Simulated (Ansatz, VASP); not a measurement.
# Mg19Zn13O32 (Zn0.4Mg0.6O, cubic rock salt) in two plane-wave programs

Aim: how closely do two programs agree when they are given the same cell, functional and k mesh? The cell is invented: As first built, before any earlier steps moved the atoms (in the runner's words): 2x2x2 conventional cells of the MgO type (64 atoms: 32 O, 19 Mg, 13 Zn); Mg/Zn share their sites, the best of 600 random draws by like-pair counts in two shells; start lattice by linear mixing of the end members' cells; atoms moved at random by 0.02 A. It may not be a known or stable phase. The structure shown is the end of the Ansatz relaxation below.

Main program and level: Ansatz 0.2.0; plane waves, with VASP 6.6.1 beside it; single point at PBE.

## Step 1: The starting structure

The cell holds 64 atoms: 32 O, 19 Mg and 13 Zn. Cell: a = 8.571 Å, b = 8.576 Å, c = 8.576 Å, α = 90.0°, β = 90.0°, γ = 90.0°. It derives from MgO (MgO type, space group 225), repeated 2×2×2. As first built, before any earlier steps moved the atoms (in the runner's words): 2x2x2 conventional cells of the MgO type (64 atoms: 32 O, 19 Mg, 13 Zn); Mg/Zn share their sites, the best of 600 random draws by like-pair counts in two shells; start lattice by linear mixing of the end members' cells; atoms moved at random by 0.02 A.

## Step 2: Ansatz: relaxation, PBE

Ansatz runs on its default PAW (the set named soft_2) files.

This run makes the geometry at which the two programs are then compared.

input.yaml reads:

```yaml
crystal:
  lattice:
    - [8.5697, -0.00141, -0.0023]
    - [-0.00141, 8.57397, -0.00113]
    - [-0.0023, -0.00113, 8.57419]
  atoms:
    - { symbol: O, position: [0.25298, 0.00276, 0.00299] }
    - { symbol: O, position: [0.25283, 0.25017, 0.2464] }
    - { symbol: O, position: [0.00061, 0.99932, 0.2535] }
    - { symbol: O, position: [0.99975, 0.24912, 0.9992] }
    - { symbol: O, position: [0.25052, 0.00021, 0.49673] }
    - { symbol: O, position: [0.25267, 0.2532, 0.75292] }
    - { symbol: O, position: [0.00085, 0.997, 0.74678] }
    - { symbol: O, position: [0.99783, 0.24687, 0.50059] }
    - { symbol: O, position: [0.25305, 0.49653, 1.0e-05] }
    - { symbol: O, position: [0.25271, 0.74937, 0.24925] }
    - { symbol: O, position: [0.0005, 0.50051, 0.25057] }
    - { symbol: O, position: [0.99768, 0.75071, 0.99698] }
    - { symbol: O, position: [0.25315, 0.49951, 0.49963] }
    - { symbol: O, position: [0.24779, 0.74675, 0.75061] }
    - { symbol: O, position: [0.00069, 0.50343, 0.74925] }
    - { symbol: O, position: [0.99989, 0.75317, 0.50298] }
    - { symbol: O, position: [0.74733, 0.00017, 0.0031] }
    - { symbol: O, position: [0.74754, 0.25027, 0.24934] }
    - { symbol: O, position: [0.49988, 0.99938, 0.25048] }
    - { symbol: O, position: [0.5006, 0.24924, 0.9995] }
    - { symbol: O, position: [0.7505, 0.00315, 0.49674] }
    - { symbol: O, position: [0.74779, 0.25339, 0.75037] }
    - { symbol: O, position: [0.49996, 0.00202, 0.74936] }
    - { symbol: O, position: [0.50378, 0.24918, 0.50016] }
    - { symbol: O, position: [0.74728, 0.49958, 2.0e-05] }
    - { symbol: O, position: [0.74773, 0.74949, 0.24646] }
    - { symbol: O, position: [0.49983, 0.50008, 0.25034] }
    - { symbol: O, position: [0.50364, 0.75008, 0.00242] }
    - { symbol: O, position: [0.7474, 0.49673, 0.49969] }
    - { symbol: O, position: [0.75358, 0.74672, 0.75312] }
    - { symbol: O, position: [0.49995, 0.49706, 0.74943] }
    - { symbol: O, position: [0.50105, 0.75027, 0.49767] }
    - { symbol: Mg, position: [0.24975, 0.99955, 0.2497] }
    - { symbol: Mg, position: [0.24934, 0.24958, 0.99958] }
    - { symbol: Mg, position: [0.00085, 4.0e-05, 0.50039] }
    - { symbol: Mg, position: [0.24925, 0.4999, 0.24996] }
    - { symbol: Mg, position: [0.00081, 0.75052, 0.74994] }
    - { symbol: Mg, position: [0.24979, 0.49995, 0.74962] }
    - { symbol: Mg, position: [0.50002, 0.99948, 0.99948] }
    - { symbol: Mg, position: [0.50018, 0.24965, 0.24977] }
    - { symbol: Mg, position: [0.75064, 0.99968, 0.25] }
    - { symbol: Mg, position: [0.7508, 0.24964, 0.99962] }
    - { symbol: Mg, position: [0.5003, 0.99931, 0.50037] }
    - { symbol: Mg, position: [0.50011, 0.24967, 0.74987] }
    - { symbol: Mg, position: [0.75087, 0.24987, 0.5001] }
    - { symbol: Mg, position: [0.50011, 0.49968, 0.99989] }
    - { symbol: Mg, position: [0.50024, 0.74978, 0.24996] }
    - { symbol: Mg, position: [0.75095, 0.50007, 0.25004] }
    - { symbol: Mg, position: [0.75081, 0.75014, 0.99968] }
    - { symbol: Mg, position: [0.5003, 0.50009, 0.49993] }
    - { symbol: Mg, position: [0.75078, 0.50014, 0.74962] }
    - { symbol: Zn, position: [0.00015, 0.99963, 0.99999] }
    - { symbol: Zn, position: [1.0e-05, 0.24951, 0.25019] }
    - { symbol: Zn, position: [0.00034, 0.25012, 0.74955] }
    - { symbol: Zn, position: [0.25045, 0.0001, 0.75009] }
    - { symbol: Zn, position: [0.25156, 0.24982, 0.49944] }
    - { symbol: Zn, position: [0.99993, 0.50017, 0.99943] }
    - { symbol: Zn, position: [0.99998, 0.7503, 0.25005] }
    - { symbol: Zn, position: [0.25086, 0.74938, 8.0e-05] }
    - { symbol: Zn, position: [0.00013, 0.50006, 0.50034] }
    - { symbol: Zn, position: [0.25045, 0.74995, 0.49982] }
    - { symbol: Zn, position: [0.75032, 0.00017, 0.74978] }
    - { symbol: Zn, position: [0.50081, 0.74872, 0.75043] }
    - { symbol: Zn, position: [0.75048, 0.75011, 0.49973] }
kpoints:
  mp_grid: { grid: [3, 3, 3] }
hamiltonian:
  xc: pbe
scf:
  occupations: { method: fixed }
output:
  forces: true
  stress: true
relax:
  f_tol: 0.02
  max_steps: 25
  cell: { stress_tol: 0.1 }
basis:
  ecutwfc: "350 eV"
```

Started as:

```bash
$ ansatz run input.yaml --threads 32 --pin off --max-ram 143360MiB --backend cuda --events-out ev --progress --plain --runs-dir out
```

Numbers of over 12 decimals in the logs are rounded to 6 here.

Log:

```text
Warning: basis.ecutwfc = 350 eV is below the records' recommended 420 eV, and the density's cutoff is lower with it unless basis.ecutrho_ratio is high enough to keep the records' density cutoff: compare with a run at a higher cutoff
Engine: ansatz 0.2.0, aarch64-unknown-linux-gnu
Pseudopotentials: kind: paw
Pseudopotential: O, paw, valence charge 6, recommended cutoff 420 eV (normal), O.paw.azcp
Pseudopotential: Mg, paw, valence charge 10, recommended cutoff 420 eV (normal), Mg.paw.azcp
Pseudopotential: Zn, paw, valence charge 12, recommended cutoff 420 eV (normal), Zn.paw.azcp
device memory: the entry about to start is reckoned to put 25.2 GiB on a device that reports 182.5 GiB free
GPU FFT provider: cuFFT
GPU libraries: cuBLAS 13.8.1, cuFFT 12.4.0, cuSOLVER 12.3.2
GPU matrix products: emulated (plane waves: as basis.precision tells), large ones in fixed point in workspaces of 1.00 GiB
Crystal: 64 atoms, lattice volume = 630.000 Å³
Basis set: ecut = 350 eV, 9387 PW (Γ), exchange–correlation on 108×108×108 points (8 copies of the dense FFT grid, shifted against one another)
Bands: 333, of which v1, the nominal top of the filled ones, is band 269 counted from 1 (268 counted from 0)
k-points: 14 of 27 (time reversal used)
GPU buffer pool allocated for 157464 grid points (all kernels)
GPU transforms: local potential and band sums: pruned to the plane-wave sphere, on 54×54×54
relax step   1: F+E_penalty+E_count = -97910.92946819 eV  Δ(F+E_penalty+E_count) = +0.000e0 eV  max|allowed force component| = 1.053e-2 eV/Å  Δτ_max = 0.0000 Å  P = +0.176 GPa  Ω = 630.000 Å³  (9 SCF iters, dr2 threshold 1.00e-7 eV, accepted)
[...]
relax step   2: F+E_penalty+E_count = -97910.91445847 eV  Δ(F+E_penalty+E_count) = +1.501e-2 eV  max|allowed force component| = 5.265e-3 eV/Å  Δτ_max = 0.0006 Å  P = +0.057 GPa  Ω = 630.373 Å³  energy of the carried Pulay correction = -1.538e-2 eV  (5 SCF iters, dr2 threshold 8.57e-8 eV, accepted)
[...]
relax step   3: F+E_penalty+E_count = -97910.93307094 eV  Δ(F+E_penalty+E_count) = -1.861e-2 eV  max|allowed force component| = 5.287e-3 eV/Å  Δτ_max = 0.0000 Å  P = +0.084 GPa  Ω = 630.373 Å³  stress off target by 9.21e-2 GPa  SCF on the basis re-selected at this cell (its energy is not comparable with the rows above)  (6 SCF iters)
basis re-selected at this cell: Δ(F+E_penalty+E_count) = -1.861e-2 eV, ΔP = +0.027 GPa vs the last step (what re-selecting the basis moved, of the pressure what is left beyond the Pulay correction that the steps carried, after the strain that the cell walked since its last selection, with what the two solves' SCF thresholds leave and, on support functions, any second-order correction that the steps lacked; it is no m [...]
SCF converged after 6 iterations
Free energy (F): -97910.933071 eV
Internal energy: -97910.933071 eV  (E = F + TS)
E sigma→0 (E₀):  -97910.933071 eV
Fermi energy:    8.750035 eV
--- Forces (eV/Å), atoms counted from 1 ---
  max |Σ_I F_I| component: 3.23e-4 eV/Å
--- Stress (GPa, compression-positive) ---
        0.072396      -0.001044      -0.002883
       -0.001044       0.087936       0.000561
       -0.002883       0.000561       0.091571
  P = ⅓ Tr σ = 0.0840 GPa (0.840 kbar)
--- Band table (eV; the first three rows and the last of 14) ---
--- Relaxed structure (2 steps of the walk, 2 accepted, 1 SCFs on fresh bases) ---
  F+E_penalty+E_count = -97910.93307094 eV   max|allowed force component| = 5.287e-3 eV/Å   (the final SCF, on the basis selected at the relaxed cell)
  cell:  # Å, volume = 630.3730 Å³
    - [8.571276, -0.00138298, -0.00221375]
    - [-0.00138299, 8.575691, -0.0012709]
    - [-0.00221368, -0.00127089, 8.575966]
  atoms:
    [... one line an atom ...]
```

## Step 3: VASP: single point, PBE

The same cell, functional and mesh now go to VASP, with its own data sets.

Lines of VASP's logs that name or quote its potential files are left out, and so is its time.

INCAR reads:

```
SYSTEM = Mg19Zn13O32
PREC = Accurate
ENCUT = 520
EDIFF = 1E-06
NELM = 120
ISMEAR = 0
SIGMA = 0.01
LREAL = Auto
ALGO = Normal
GGA = PE
NBANDS = 240
LORBIT = 11
LWAVE = .FALSE.
LCHARG = .FALSE.
ISIF = 2
LASPH = .TRUE.
GGA_COMPAT = .FALSE.
EFERMI = MIDGAP
KPAR = 8
```

POSCAR reads:

```
Mg19Zn13O32
1.0
    8.5712760000     -0.0013830000     -0.0022140000
   -0.0013830000      8.5756910000     -0.0012710000
   -0.0022140000     -0.0012710000      8.5759660000
O Mg Zn
32 19 13
Direct
    0.2530200000      0.0028000000      0.0030400000
    0.2528900000      0.2501800000      0.2463700000
    0.0006100000      0.9993000000      0.2535200000
    0.9997400000      0.2491000000      0.9991800000
    0.2505300000      0.0002300000      0.4967000000
    0.2527000000      0.2532300000      0.7529700000
    0.0008500000      0.9969600000      0.7467400000
    0.9977800000      0.2468300000      0.5006100000
    0.2531000000      0.4965000000      0.0000200000
    0.2527400000      0.7493600000      0.2492200000
    0.0005000000      0.5005200000      0.2505900000
    0.9976300000      0.7507200000      0.9969500000
    0.2532000000      0.4994900000      0.4996300000
    0.2477700000      0.7467000000      0.7506300000
    0.0006900000      0.5034400000      0.7492300000
    0.9998600000      0.7532000000      0.5030000000
    0.7473000000      0.0001800000      0.0031400000
    0.7475000000      0.2502700000      0.2493300000
    0.4998800000      0.9993900000      0.2504800000
    0.5006100000      0.2492500000      0.9995100000
    0.7504800000      0.0031800000      0.4967000000
    0.7477600000      0.2534200000      0.7503800000
    0.4999600000      0.0020600000      0.7493600000
    0.5037900000      0.2491900000      0.5001500000
    0.7472400000      0.4995700000      0.0000300000
    0.7477000000      0.7494800000      0.2464300000
    0.4998400000      0.5000800000      0.2503400000
    0.5036600000      0.7500800000      0.0024300000
    0.7473600000      0.4966900000      0.4996800000
    0.7535900000      0.7466700000      0.7531600000
    0.4999600000      0.4970600000      0.7494300000
    0.5010700000      0.7502800000      0.4976400000
    0.2497600000      0.9995600000      0.2497000000
    0.2493600000      0.2495900000      0.9995900000
    0.0008400000      0.0000400000      0.5003800000
    0.2492800000      0.4998900000      0.2499600000
    0.0008000000      0.7505100000      0.7499300000
    0.2498000000      0.4999400000      0.7496300000
    0.5000200000      0.9994900000      0.9995000000
    0.5001900000      0.2496600000      0.2497700000
    0.7506300000      0.9996800000      0.2500000000
    0.7507800000      0.2496400000      0.9996200000
    0.5003100000      0.9993300000      0.5003500000
    0.5001200000      0.2497000000      0.7498700000
    0.7508400000      0.2498700000      0.5000900000
    0.5001200000      0.4996800000      0.9999000000
    0.5002400000      0.7497800000      0.2499500000
    0.7509300000      0.5000600000      0.2500300000
    0.7507900000      0.7501300000      0.9996900000
    0.5003100000      0.5000900000      0.4999300000
    0.7507700000      0.5001300000      0.7496200000
    0.0001600000      0.9996200000      0.9999800000
    0.0000100000      0.2495000000      0.2502000000
    0.0003400000      0.2501100000      0.7495500000
    0.2504500000      0.0001000000      0.7501000000
    0.2515700000      0.2498200000      0.4994400000
    0.9999300000      0.5001800000      0.9994300000
    0.9999700000      0.7503000000      0.2500500000
    0.2508600000      0.7493800000      0.0000800000
    0.0001300000      0.5000600000      0.5003500000
    0.2504500000      0.7499500000      0.4998100000
    0.7503200000      0.0001600000      0.7497800000
    0.5008100000      0.7487200000      0.7504300000
    0.7504700000      0.7501100000      0.4997300000
```

KPOINTS reads:

```
Automatic mesh
0
Gamma
3 3 3
0 0 0
```

Potentials, in the order of the species: O, Mg and Zn (PBE family, release 64).

Started as:

```bash
$ mpirun -np 8 vasp_std
```

Log:

```text
[banner, memory and clock lines left out]
running    8 mpi-ranks, on    1 nodes
[...]
|                                                                             |
|           W    W    AA    RRRRR   N    N  II  N    N   GGGG   !!!           |
|           W    W   A  A   R    R  NN   N  II  NN   N  G    G  !!!           |
|           W    W  A    A  R    R  N N  N  II  N N  N  G       !!!           |
|           W WW W  AAAAAA  RRRRR   N  N N  II  N  N N  G  GGG   !            |
|           WW  WW  A    A  R   R   N   NN  II  N   NN  G    G                |
|           W    W  A    A  R    R  N    N  II  N    N   GGGG   !!!           |
|                                                                             |
|     For optimal performance we recommend to set                             |
|       NCORE = 2 up to number-of-cores-per-socket                            |
|     NCORE specifies how many cores store one orbital (NPAR=cpu/NCORE).      |
|     This setting can greatly improve the performance of VASP for DFT.       |
|     The default, NCORE=1 might be grossly inefficient on modern             |
|     multi-core architectures or massively parallel machines. Do your        |
|     Unfortunately you need to use the default for GW and RPA                |
|     calculations (for HF NCORE is supported but not extensively tested      |
|     yet).                                                                   |
|                                                                             |

 LDA part: xc-table for (Slater+PW92), standard interpolation
 POSCAR, INCAR and KPOINTS ok, starting setup
[...]
entering main loop
       N       E                     dE             d eps       ncg     rms          rms(c)
DAV:   1     0.503583783369E+04    0.50358E+04   -0.16537E+05  6720   0.196E+03
DAV:   2     0.771134156095E+03   -0.42647E+04   -0.40043E+04  6800   0.534E+02
DAV:   3    -0.293892051843E+03   -0.10650E+04   -0.10266E+04  7216   0.238E+02
DAV:   4    -0.388825462542E+03   -0.94933E+02   -0.93793E+02  7936   0.799E+01
[...]
DAV:  16    -0.338790635308E+03   -0.15389E-04   -0.39861E-04  7912   0.780E-02    0.306E-02
DAV:  17    -0.338790632758E+03    0.25502E-05   -0.90577E-05  9040   0.448E-02    0.878E-03
DAV:  18    -0.338790633510E+03   -0.75195E-06   -0.55381E-06  6584   0.195E-02
   1 F= -.33879063E+03 E0= -.33879063E+03  d E =0.000000E+00
```

Parts of OUTCAR (step 3):

```text
  Total       -0.7609759     -0.6646175     -0.6483006     -0.0097907      0.0061290     -0.0154704
  in kB       -1.9341222     -1.6892143     -1.6477428     -0.0248844      0.0155776     -0.0393202
  external PRESSURE =      -1.7570264 kB  Pullay stress =       0.0000000 kB

 POSITION                                       TOTAL-FORCE (eV/Angst)
 -----------------------------------------------------------------------------------
      2.16869      0.02366      0.02551         0.035779      0.034808      0.037111
      2.16670      2.14480      2.11198         0.031464      0.000797     -0.036905
      0.00329      8.56936      2.17291        -0.000417      0.004160      0.036138
      8.56649      2.13355      8.56640        -0.000159      0.008402      0.007741
      2.14626      0.00099      4.25913        -0.001139     -0.002874     -0.035709
      2.16394      2.17032      6.45656         0.036650      0.038174      0.036721
      0.00425      8.54867      6.40275         0.000310     -0.037452     -0.036479
      8.55080      2.11472      4.29069        -0.034373     -0.036268     -0.004441
      2.16870      4.25748     -0.00102         0.033327     -0.037271      0.001953
      2.16472      6.42561      2.13579         0.031954      0.000216      0.003708
      0.00304      4.29199      2.14841        -0.003148     -0.006821     -0.007035
      8.54772      6.43530      8.54665        -0.037413     -0.003282     -0.037437
      2.16845      4.28249      4.28361         0.035601      0.004027      0.000726
      2.12101      6.40217      6.43588        -0.038503     -0.035208     -0.003295
[...]
-----------------------------------------------------------------------------------
    total drift:                                0.019238     -0.005410     -0.008072

  FREE ENERGIE OF THE ION-ELECTRON SYSTEM (eV)
  ---------------------------------------------------
  free  energy   TOTEN  =      -338.7906335097 eV

  energy  without entropy=     -338.7906335097  energy(sigma->0) =     -338.79063351

[... 1 further part left out ...]
```

The run ends at a pressure of -0.18 GPa, with forces up to 0.066 eV/Å.

## Step 4: Differences

Known differences besides the potentials themselves: fixed occupations in Ansatz, narrow Gaussian smearing in VASP; the data sets hold 538 valence electrons in Ansatz (on its default PAW (the set named soft_2) files) and 386 in VASP; the cutoff is 350 eV in Ansatz and 520 eV in VASP (PREC = Accurate, projectors in real space); Ansatz's log warns that its cutoff lies below the recommended one. Total energies have different zeros and are not compared.

The two programs side by side:

| quantity | Ansatz | VASP | difference |
| --- | --- | --- | --- |
| gap on the k mesh (eV) | 2.311 | 2.299 | +0.013 |

A gap on the mesh is an upper bound, since the band edges may lie between its points.

## Step 5: Results

| Property | Result |
| --- | --- |
| difference in gap on the k mesh (single point, PBE) | 0.013 eV |

The difference in gap on the k mesh is 0.013 eV (single point, PBE), within the 0.08 eV picked in this series as the mark of a large difference. The data sets hold unlike numbers of valence electrons (538 in Ansatz and 386 in VASP), so part of the differences comes from the potentials. How closely two codes agree says nothing of how well the functional describes the real material.

[Lines on the potential files, build, host, timing and source positions are cut from VASP's logs without a mark.]

[Logs are printed without paths, hosts, clocks, repeated set-up lines and the standing remarks that a program may print on its own settings, such as how far it seeks lower states.]

[Hosts, paths, dates, database ids (printed as entryN), source tags and the programs' standing remarks are cut or masked in the printed files.]
